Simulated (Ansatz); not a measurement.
Relaxed BaSnO3 (cubic perovskite):

```yaml
crystal:
  lattice:
    - [4.13132, 0.00000, 0.00000]
    - [0.00000, 4.13132, 0.00000]
    - [0.00000, 0.00000, 4.13132]
  atoms:
    - { symbol: Ba, position: [0.00000, 0.00000, 0.00000] }
    - { symbol: Sn, position: [0.50000, 0.50000, 0.50000] }
    - { symbol: O, position: [0.00000, 0.50000, 0.50000] }
    - { symbol: O, position: [0.50000, 0.50000, 0.00000] }
    - { symbol: O, position: [0.50000, 0.00000, 0.50000] }
```

The numbers are results of r2SCAN (plane waves to 500 eV, PAW, scalar-relativistic; Ansatz, a program for electronic structure), not measurements. k mesh 7×7×7 (Γ-centred), Fermi-Dirac smearing 0.05 eV. BaSnO3 was relaxed with its symmetry unable to fall.

One atom of the cell was then moved (with its periodic images), all else fixed, and the forces (eV/Å) came out as:

```csv
atom,Fx,Fy,Fz
Ba1,-0.239,0.000,0.000
Sn2,-0.338,0.000,0.000
O3,-1.284,0.000,0.000
O4,0.127,0.000,0.000
O5,1.735,0.000,0.000
```

Q: Which atom was moved, and by which vector (Å)?

A: O5, by (-0.41, 0.00, 0.00), 0.41 Å in all.

(For displaced atoms, the force is minus the slope of the energy, and its curvature is a force constant, which sets phonon frequencies.)
